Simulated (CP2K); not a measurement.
CdS (Hawleyite):

```
Cd S
1.0
     4.12455    0.00000    0.00000
     2.06228    3.57197    0.00000
     2.06228    1.19066    3.36768
Cd S
1 1
Direct
  0.00000 0.00000 0.00000
  0.75000 0.75000 0.75000
```

- Program: CP2K 2026.2
- Task: single point
- Functional: PBE
- Potentials or basis: POTENTIAL_UZH Cd GTH-PBE-q12, S GTH-PBE-q6; TZVP-MOLOPT-PBE-GTH basis
- Density cutoff: 6123 eV
- k mesh: 8 × 8 × 8
- Occupations: fermi-dirac, width 0.05 eV
- Spin: no spin polarisation

On this cell: pressure 3.4 GPa; largest force zero by symmetry; band gap on the k mesh 1.14 eV, direct.

The same run follows on a disturbed copy (atoms moved at random, drawn with an rms of 0.05 Å):

```xyz
2
Lattice="4.1246 0.0000 0.0000 2.0623 3.5720 0.0000 2.0623 1.1907 3.3677" Properties=species:S:1:pos:R:3 pbc="T T T"
Cd   -0.0035    0.0759   -0.0115
S     6.1750    3.5613    2.5249
```

Problem. What does the disturbed cell give?

Solution. The energy moves by +11.8 meV/atom; pressure 3.6 GPa; largest force 0.568 eV/Å; band gap on the k mesh 1.13 eV, direct.

Forces on the atoms (eV/Å):
```
Cd  -0.034 -0.557  0.107
S    0.034  0.556 -0.107
```

Stress tensor (GPa, compression positive):
```
 1.98 -0.15 -0.08
-0.15  5.79 -1.41
-0.08 -1.41  3.17
```

Caveats: the basis of atomic orbitals isn't converged, which shifts pressures, moduli and gaps.

